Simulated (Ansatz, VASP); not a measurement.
Given: the input of a run of VASP 6.6.1 on CuO.

File INCAR:

```
PREC = Accurate
ENCUT = 600
EDIFF = 1E-6
ISMEAR = -1
SIGMA = 0.05
LREAL = F
LASPH = T
NELM = 80
ALGO = Normal
ISIF = 3
LWAVE = F
LCHARG = F
GGA = PE
IBRION = 2
NSW = 80
EDIFFG = -0.01
```

File KPOINTS:

```
regular mesh
0
Gamma
  9 9 8
```

POSCAR

```
CuO
1.0
    2.8363251100      0.0000000000      0.0000000000
   -1.4181625500      2.4563296000      0.0000000000
    0.0000000000      0.0000000000      2.7681127800
Cu O
1 1
Direct
    0.0000000000      0.0000000000      0.0000000000
    0.6666666667      0.3333333333      0.5000000000
```

Potentials or basis: VASP PAW PBE potentials, release 64 (Cu, O).

Command:

```console
$ cat potpaw_PBE.64/Cu/POTCAR potpaw_PBE.64/O/POTCAR > POTCAR
$ mpirun -np 1 vasp_std > vasp.out
```

Q: Translate it to Ansatz 0.2.0. Potentials there: all-electron LAPW, scalar-relativistic.

A: As run (the cutoff follows the program's own potentials):

File input.yaml:

```yaml
crystal:
  lattice:
    - [2.83632511, 0.0, 0.0]
    - [-1.41816255, 2.4563296, 0.0]
    - [0.0, 0.0, 2.76811278]
  atoms:
    - { symbol: Cu, position: [0.0, 0.0, 0.0] }
    - { symbol: O, position: [0.6666666667, 0.3333333333, 0.5] }
kpoints:
  mp_grid: { grid: [9, 9, 8] }
scf:
  occupations: { method: fermi_dirac, width: 0.05 }
hamiltonian:
  xc: pbe
  pseudopotentials: { kind: all_electron, lapw: { basis_error: 0.002 } }
output:
  forces: true
  stress: true
relax:
  f_tol: 0.01
  max_steps: 60
  cell: {}
```

Potentials or basis: all-electron LAPW, scalar-relativistic.

Command:

```sh
$ ansatz run input.yaml --threads 1 --pin off --max-ram 3072MiB --backend cpu --events-out ev --progress --plain --runs-dir out
```

Both were run:

|  | VASP | Ansatz | Ansatz less VASP |
| --- | --- | --- | --- |
| relaxed volume (Å³/atom) | 9.69 | 9.68 | -0.009 |
| relaxed cell length with the largest relative difference (Å) | 2.885 | 2.884 | -0.0012 |
| energy change over the relaxation (meV/atom) | -10 | -10 | +0.1 |

Ansatz ran all-electron here, so the differences hold the error of VASP's frozen core and of both bases.

Caveats: the run has no spin polarisation, though such a crystal can be magnetic; an odd number of electrons without spin polarisation forces a metal (VASP); a magnetic or distorted state may lie lower (VASP); the k mesh is thin for a metal, which can move the energy by tens of meV per atom (Ansatz).
